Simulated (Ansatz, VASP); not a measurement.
**Two plane-wave programs on TiAl**

```
CELL_PARAMETERS angstrom
2.79464 0.00000 0.00000
0.00000 2.79464 0.00000
0.00000 0.00000 3.98052
ATOMIC_POSITIONS crystal
Ti 0.50000 0.50000 0.50000
Al 0.00000 0.00000 0.00000
```

Change from the starting cell: strain along c alone, the other axes held, atoms relaxed: -1.5 %.

Alike in both runs: task single point; functional PBEsol; k mesh 16 × 16 × 10; occupations gaussian, width 0.1 eV; no spin polarisation.

|  | VASP | Ansatz |
| --- | --- | --- |
| version | VASP 6.6.1 | Ansatz 0.2.0 |
| potentials or method | VASP PAW PBE potentials, release 64 (Ti_sv, Al) | scalar-relativistic, plane waves, PAW |
| plane-wave cutoff (eV) | 520 | 420 |
| valence electrons in the cell | 15 | 15 |

|  | VASP | Ansatz | Ansatz less VASP |
| --- | --- | --- | --- |
| gap on the k mesh at the Fermi level (eV) | none | none | - |
| pressure (GPa) | 1.9 | 1.8 | -0.11 |
| largest component of the traceless stress (GPa) | 0.70 | 0.70 | -0.004 |

A gap of «none» marks a metal or a gap that the smearing closes. The functional is the same, so the differences come from potentials, cutoffs and numerics.

Caveats: the PAW data sets were made with another functional, which shifts forces and pressure a little (VASP).
